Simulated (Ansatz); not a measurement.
# Li2O: band structure with PBE0

Li2O:

```
O Li
1.0
     0.00000    2.32685    2.32685
     2.32685    0.00000    2.32685
     2.32685    2.32685    0.00000
O Li
1 2
Cartesian
  0.0000 0.0000 0.0000
  1.1634 1.1634 1.1634
  3.4903 3.4903 3.4903
```

The cell comes from a database or a generator and needn't be the stable form of this composition.

* Program: Ansatz 0.2.0
* Task: band structure
* Functional: PBE0
* Potentials or basis: Ansatz PAW
* Cutoff: 420 eV (not typed: the program's choice for these potentials)
* k mesh: 6 × 6 × 6
* Occupations: fermi-dirac, width 0.05 eV
* Spin: no spin polarisation
* Path: [["G", "X", "W", "K", "G", "L", "U", "W", "L", "K"], ["U", "X"]]
* Points for each segment of the path: 4

| Item | Value |
| --- | --- |
| Pressure | -4.4 GPa |
| Band gap on the k mesh | 7.26 eV, indirect (least direct gap 7.47 eV) |
| Band gap along the path | 7.26 eV, indirect (least direct gap 7.47 eV) |

Levels at the corners of the path, in eV from the valence-band top:
```tsv
point	band 2	band 3	band 4	band 5	band 6	band 7	band 8	band 9	band 10	band 11
Γ	-45.25	-16.90	0.00	0.00	0.00	7.47	14.48	14.48	14.48	21.50
X	-45.34	-16.60	-1.76	-1.44	-1.44	7.26	16.27	16.27	17.42	18.18
W	-45.39	-16.59	-1.85	-1.60	-1.60	9.50	12.96	16.79	16.79	20.72
K	-45.37	-16.60	-2.09	-1.64	-1.13	8.87	14.19	15.96	17.00	19.28
Γ	-45.25	-16.90	0.00	0.00	0.00	7.47	14.48	14.48	14.48	21.50
L	-45.39	-16.66	-2.92	-0.47	-0.47	11.71	12.23	14.56	14.56	20.59
U	-45.37	-16.60	-2.09	-1.64	-1.13	8.87	14.19	15.96	17.00	19.28
W	-45.39	-16.59	-1.85	-1.60	-1.60	9.50	12.96	16.79	16.79	20.72
L	-45.39	-16.66	-2.92	-0.47	-0.47	11.71	12.23	14.56	14.56	20.59
K	-45.37	-16.60	-2.09	-1.64	-1.13	8.87	14.19	15.96	17.00	19.28
U	-45.37	-16.60	-2.09	-1.64	-1.13	8.87	14.19	15.96	17.00	19.28
X	-45.34	-16.60	-1.76	-1.44	-1.44	7.26	16.27	16.27	17.42	18.18
```

It took 50 s on 2 threads of Intel(R) Xeon(R) Platinum 8488C (Sapphire Rapids) (shared host), peak memory 0.74 GiB.

Caveat: the pressure holds a Pulay correction of +0.3 GPa for the finite cutoff; the PAW data sets come from PBE, with cores solved anew for the run's functional, which leaves a small shift of forces and pressure; the thresholds are loose for stress.
